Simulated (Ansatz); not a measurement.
The system is EuO.

```
CELL_PARAMETERS angstrom
0.00000 2.57195 2.57195
2.57195 0.00000 2.57195
2.57195 2.57195 0.00000
ATOMIC_POSITIONS crystal
Eu 0.00000 0.00000 0.00000
O 0.50000 0.50000 0.50000
```

* Program: Ansatz 0.2.0
* Task: relaxation of cell and atoms
* Functional: PBE
* Potentials or basis: Ansatz PAW
* Cutoff: 420 eV (not typed: the program's choice for these potentials)
* k mesh: 9 × 9 × 9
* Occupations: fermi-dirac, width 0.05 eV
* Spin: collinear spin, ferromagnetic start
* Starting moments: [7.0, 0.0] μB

At the start: volume 17.01 Å³/atom.

**Question.** How do energy, volume and symmetry change on relaxing?

**Answer.** It ends after 7 steps and the volume is 16.22 Å³/atom (-4.7 %); space group Fm-3m (No. 225, to 0.05 Å); moment 6.96 μB per cell.

Step by step:
| step | energy change (eV) | largest force (eV/Å) | volume (Å³) |
| --- | --- | --- | --- |
| 1 | 0.0000 | 0.0000 | 34.03 |
| 2 | -0.0099 | 0.0000 | 31.13 |
| 3 | -0.0244 | 0.0000 | 32.59 |
| 4 | -0.0248 | 0.0000 | 32.50 |
| 5 | -0.0214 | 0.0000 | 32.50 |
| 6 | -0.0216 | 0.0000 | 32.44 |
| 7 | -0.0215 | 0.0000 | 32.44 |

Final structure:
```xyz
2
Lattice="0.0000 2.5314 2.5314 2.5314 0.0000 2.5314 2.5314 2.5314 0.0000" Properties=species:S:1:pos:R:3 pbc="T T T"
Eu    0.0000    0.0000    0.0000
O     2.5314    2.5314    2.5314
```

Caveat: the plane-wave basis is chosen anew once the cell has moved, so the energies of steps on either side of that aren't comparable; the pressure holds a Pulay correction of +0.4 GPa for the finite cutoff; a cell with one magnetic atom can't hold antiferromagnetic order, which such compounds often take; without U or exact exchange the open f shell lies at the Fermi level, which spoils levels, moments and volumes.
